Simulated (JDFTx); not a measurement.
WC (Qusongite) under changes of volume

One of the cells (10.376 Å³/atom); the others are scaled copies at fixed shape and fractional positions:

```
W C
1.0
     2.90650    0.00000    0.00000
    -1.45325    2.51710    0.00000
     0.00000    0.00000    2.83660
W C
1 1
Direct
  0.00000 0.00000 0.00000
  0.66667 0.33333 0.50000
```

```yaml
Program: JDFTx 1.7.0 (patched build)
Functional: PBE
Potentials_or_basis: PseudoDojo-SR-PBE-0.5-standard
Cutoff: 1116 eV
Density_cutoff: 4463 eV
k_mesh: 10 × 10 × 9
Occupations: fermi-dirac, width 0.05 eV
Spin: no spin polarisation
```

```csv
volume (Å³/atom),energy over the lowest point (meV/atom),pressure (GPa)
9.754,?,?
9.961,40.47,24.1
10.169,15.49,14.4
10.376,2.40,5.7
10.584,0.00,-2.1
10.791,7.24,-9.2
10.999,23.16,-15.5
```

**Question.** What does the run at 9.754 Å³/atom give?

**Answer.** Energy over the lowest point 78.63 meV/atom; pressure 34.8 GPa.

Worked out: A Birch-Murnaghan fit of order 3 (a polynomial in V^(-2/3)) to the other rows has its minimum at 10.53 Å³/atom with B0 = V·E''(V) = 387 GPa and B' = 4.3 at fixed shape and positions, which overstates the stiffness. It gives 78.51 meV/atom at 9.754 Å³/atom, against the run's 78.63, and -dE/dV = 34.9 GPa, against 34.8.

Energies are extrapolated to zero smearing.
